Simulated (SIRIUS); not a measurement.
The system is MgB2.

```
Mg B
1.0
     3.08500    0.00000    0.00000
    -1.54250    2.67169    0.00000
     0.00000    0.00000    3.52300
Mg B
1 2
Direct
  0.00000 0.00000 0.00000
  0.66667 0.33333 0.50000
  0.33333 0.66667 0.50000
```

Base run:

- Program: SIRIUS 7.12.0
- Functional: BLYP
- Potentials or basis: PseudoDojo 0.4.1 PBE standard (scalar relativistic)
- Cutoff: 1152 eV
- Density cutoff: 4606 eV
- k mesh: 8 × 8 × 7
- Occupations: fermi-dirac, width 0.05 eV
- Spin: no spin polarisation

Its results: band gap on the k mesh none (metal or under the smearing width); pressure 2.5 GPa.

**Question.** After a change of settings the same cell gave: band gap on the k mesh none (metal or under the smearing width); pressure -2.8 GPa. Which change was it?
A. functional from BLYP to RPBE; libxc names from ["XC_GGA_X_B88", "XC_GGA_C_LYP"] to ["XC_GGA_X_RPBE", "XC_GGA_C_PBE"]
B. functional from BLYP to PW91; libxc names from ["XC_GGA_X_B88", "XC_GGA_C_LYP"] to ["XC_GGA_X_PW91", "XC_GGA_C_PW91"]
C. functional from BLYP to AM05; libxc names from ["XC_GGA_X_B88", "XC_GGA_C_LYP"] to ["XC_GGA_X_AM05", "XC_GGA_C_AM05"]
D. functional from BLYP to LDA; libxc names from ["XC_GGA_X_B88", "XC_GGA_C_LYP"] to ["XC_LDA_X", "XC_LDA_C_PW"]

**Answer.** C.

Caveats: the potentials were made for another functional, which shifts forces and pressure.

Runs at the PBE level aren't shown here.
